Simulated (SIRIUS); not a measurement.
Ga:

```
Ga
1.0
     1.45000   -4.06500    0.00000
     1.45000    4.06500    0.00000
     0.00000    0.00000    3.17000
Ga
2
Direct
  0.13300 0.86700 0.75000
  0.86700 0.13300 0.25000
```

This isn't the form of Ga at room conditions, which is orthorhombic.

| Item | Value |
| --- | --- |
| Program | SIRIUS 7.10.0 |
| Task | single point |
| Functional | PBEsol |
| Potentials or basis | PseudoDojo 0.4.1 PBEsol standard (scalar relativistic) |
| Cutoff | 1102 eV |
| Density cutoff | 4408 eV |
| k mesh | 10 × 10 × 8 |
| Occupations | fermi-dirac, width 0.05 eV |
| Spin | no spin polarisation |

On this cell: pressure -2.0 GPa; largest force 0.210 eV/Å; band gap on the k mesh none (metal or under the smearing width).

The same run follows on a disturbed copy (atoms moved at random, drawn with an rms of 0.05 Å):

```
Ga
1.0
     1.45000   -4.06500    0.00000
     1.45000    4.06500    0.00000
     0.00000    0.00000    3.17000
Ga
2
Direct
  0.14265 0.88362 0.75216
  0.86304 0.14619 0.26198
```

Problem. What changes?

Solution. The energy (extrapolated to zero smearing) moves by -1.9 meV/atom; pressure -2.0 GPa; largest force 0.057 eV/Å; band gap on the k mesh none (metal or under the smearing width).

Forces on the atoms (eV/Å):
```
Ga  -0.009 -0.024  0.051
Ga   0.009  0.024 -0.051
```

Stress tensor (GPa, compression positive):
```
-3.14 -0.05 -0.01
-0.05 -1.96  0.00
-0.01  0.00 -0.95
```
